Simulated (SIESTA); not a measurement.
## SiRu under changes of volume

One of the cells (13.049 Å³/atom); the others are scaled copies at fixed shape and fractional positions:

```xyz
8
Lattice="4.7086 0.0000 0.0000 0.0000 4.7086 0.0000 0.0000 0.0000 4.7086" Properties=species:S:1:pos:R:3 pbc="T T T"
Ru    0.6093    0.6093    0.6093
Ru    1.7450    4.0993    2.9636
Ru    2.9636    1.7450    4.0993
Ru    4.0993    2.9636    1.7450
Si    3.9438    3.9438    3.9438
Si    3.1191    0.7648    1.5895
Si    1.5895    3.1191    0.7648
Si    0.7648    1.5895    3.1191
```

The cell comes from a database or a generator and needn't be the stable form of this composition.

| Item | Value |
| --- | --- |
| Program | SIESTA 5.4.2 |
| Functional | PBEsol |
| Potentials or basis | PseudoDojo 0.4 standard (PBEsol files) |
| Basis | DZP (energy shift 0.003 Ry; two zetas on semicore shells) |
| Grid cutoff | 800 Ry |
| Energy shift | 0.003 Ry |
| k mesh | 4 × 4 × 4 |
| Occupations | fermi-dirac, width 0.05 eV |
| Spin | no spin polarisation |

```tsv
volume (Å³/atom)	energy over the lowest point (meV/atom)	pressure (GPa)	gap on the mesh (eV)	largest force (eV/Å)
12.266	?	?	?	?
12.527	20.41	12.4	0.24	0.550
12.788	5.41	6.2	0.23	0.387
13.049	0.00	0.7	0.23	0.236
13.310	3.13	-4.3	0.22	0.101
13.571	13.97	-8.8	0.22	0.057
13.832	31.73	-12.8	0.21	0.150
```

Task: What does the run at 12.266 Å³/atom give?

Result: Energy over the lowest point 46.14 meV/atom; pressure 19.4 GPa; gap on the mesh 0.25 eV; largest force 0.722 eV/Å.

Worked out: A Birch-Murnaghan fit of order 3 (a polynomial in V^(-2/3)) to the other rows has its minimum at 13.08 Å³/atom with B0 = V·E''(V) = 260 GPa and B' = 4.4 at fixed shape and positions, which overstates the stiffness. It gives 46.05 meV/atom at 12.266 Å³/atom, against the run's 46.14, and -dE/dV = 19.3 GPa, against 19.4. A straight line through the other rows of the gap, of slope -0.274 eV per unit of ln V, extrapolates to 0.24 eV, against the run's 0.25.

Energies are extrapolated to zero smearing.

Caveats: the basis of atomic orbitals isn't converged, which shifts pressures, moduli and gaps.

A mesh can miss the band edges. Spin-orbit coupling on Ru is left out.
